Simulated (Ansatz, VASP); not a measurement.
BN: VASP beside Ansatz

```xyz
4
Lattice="2.4664 0.0000 0.0000 -1.2332 2.1685 0.0000 0.0000 0.0000 6.6612" Properties=species:S:1:pos:R:3 pbc="T T T"
B     0.0000    1.4457    1.6653
B     1.2332    0.7228    4.9959
N     0.0000    1.4457    4.9959
N     1.2332    0.7228    1.6653
```

Change from the starting cell: strain -0.0150 x Voigt [1, 0, 0, 0, 0, 0], atoms carried along.

Alike in both runs: task single point; functional PBE; dispersion D3(BJ); k mesh 12 × 12 × 4; occupations gaussian, width 0.05 eV; no spin polarisation.

|  | VASP | Ansatz |
| --- | --- | --- |
| version | VASP 6.6.1 | Ansatz 0.2.0 |
| potentials or method | VASP PAW PBE potentials, release 64 (B, N) | scalar-relativistic, plane waves, PAW |
| plane-wave cutoff (eV) | 520 | 420 |
| valence electrons in the cell | 16 | 16 |

Ansatz gave:

```
gap on the k mesh at the Fermi level (eV)       : 4.26
least direct gap on the mesh (eV)               : 4.71
pressure (GPa)                                  : 6.3
largest component of the traceless stress (GPa) : 9.15
rms of the force components (eV/Å)              : 0.122
```

Task: Estimate VASP's values.

Result: gap on the k mesh at the Fermi level (eV): 4.25; least direct gap on the mesh (eV): 4.71; pressure (GPa): 6.4; largest component of the traceless stress (GPa): 9.28; rms of the force components (eV/Å): 0.122.

Atom by atom the forces differ by 0.000 eV/Å (rms over components).

A k mesh can miss the band edges.
